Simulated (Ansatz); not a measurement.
The cell below belongs to a search over invented structures; it isn't taken from experiment.

Input and command of a plane-wave DFT calculation in Ansatz:

```yaml
crystal:
  lattice:
    - [0.0, 3.70550134, 3.81161053]
    - [2.57328375, 0.0, 3.81161053]
    - [2.57328375, 3.70550134, 0.0]
  atoms:
    - { symbol: Ca, position: [0.75, 0.75, 0.75] }
    - { symbol: Ca, position: [0.0, 0.0, 0.0] }
    - { symbol: H, position: [0.5, 0.5, 0.5] }
    - { symbol: H, position: [0.72613035, 0.72613035, 0.27386965] }
    - { symbol: H, position: [0.27386965, 0.27386965, 0.72613035] }
    - { symbol: H, position: [0.36024741, 0.63975259, 0.36024741] }
    - { symbol: H, position: [0.63975259, 0.36024741, 0.63975259] }
basis:
  ecutwfc: 420
kpoints:
  mp_grid: { grid: [6, 6, 6] }
hamiltonian:
  xc: pbe
scf:
  occupations: { method: gaussian, width: 0.1 }
  lower_state_search: "off"
output:
  forces: true
  stress: true
  eigenvalues: true
relax:
  adjacent_minimum: "off"
  f_tol: 0.04
  max_steps: 70
  cell: { stress_tol: 0.4 }
```

```bash
ansatz run input.yaml --threads 1 --pin off --max-ram 2560MiB --backend cpu --events-out ev --progress --plain --runs-dir out
```

Processor: Intel(R) Xeon(R) 6975P-C (Granite Rapids), 1 thread, on a host shared with other jobs.

Task: How long does it run, and how much memory does it take?

Result: About 89 s, peak memory 0.45 GiB. It solves 20 bands at 46 k points (after reduction by symmetry) with about 1805 plane waves (on the last cell), in 133 SCF iterations over 23 ionic steps.
